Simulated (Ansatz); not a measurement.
Input and command of a calculation in Ansatz (plane waves; scalar-relativistic PAW potentials unless the input names others):

```yaml
crystal:
  lattice:
    - [-1.375912428, -2.7341717856, -4.9261417111]
    - [-1.4777195406, -2.6319067639, 4.9022184682]
    - [-3.2922588327, 5.6193198875, 0.0885945307]
  atoms:
    - { symbol: Ta, position: [0.7801313997, 0.5400459506, 0.8320200968] }
    - { symbol: Ta, position: [0.7988063479, 0.5352777832, 0.3276012015] }
    - { symbol: Ta, position: [0.2890576527, 0.0372695652, 0.8355031819] }
    - { symbol: Ta, position: [0.290855954, 0.0434551624, 0.3464054208] }
    - { symbol: Ta, position: [0.2307268673, 0.4733675142, 0.1894755418] }
    - { symbol: Ta, position: [0.2027545866, 0.4722044875, 0.6641535228] }
    - { symbol: Ta, position: [0.7208590061, 0.9713959654, 0.166138693] }
    - { symbol: Ta, position: [0.7053508443, 0.9468835621, 0.6376177322] }
    - { symbol: "N", position: [0.9756686427, 0.0042209358, -0.0105436553] }
    - { symbol: "N", position: [1.0073088612, -0.0047233437, 0.5004452164] }
    - { symbol: "N", position: [0.5013551399, 0.4788551923, 0.0003416517] }
    - { symbol: "N", position: [0.4971246977, 0.5017472251, 0.5108413964] }
basis:
  ecutwfc: 420
kpoints:
  mp_grid: { grid: [10, 10, 10] }
hamiltonian:
  xc: pbe
scf:
  max_iter: 50
output:
  forces: true
  eigenvalues: true
  stress: true
```

```bash
ansatz run input.yaml --threads 2 --pin off --max-ram 5120MiB --backend cpu --events-out ev --progress --plain --runs-dir out
```

Q: What is wrong with this input?

A: The program refuses it, because of no occupation method (scf.occupations: {"method": "gaussian", "width": 0.15} → not typed). With the sound run's settings it is accepted.

Abridged log:
```
Error: YAML parse error: `scf.occupations.method` is required: fixed only where the cell keeps a band gap throughout the run, explicit beside scf.occupations.values (under evaluate: without them), else a smearing such as fermi_dirac (scf.occupations.width is optional; its entry in the input reference gives the default)
```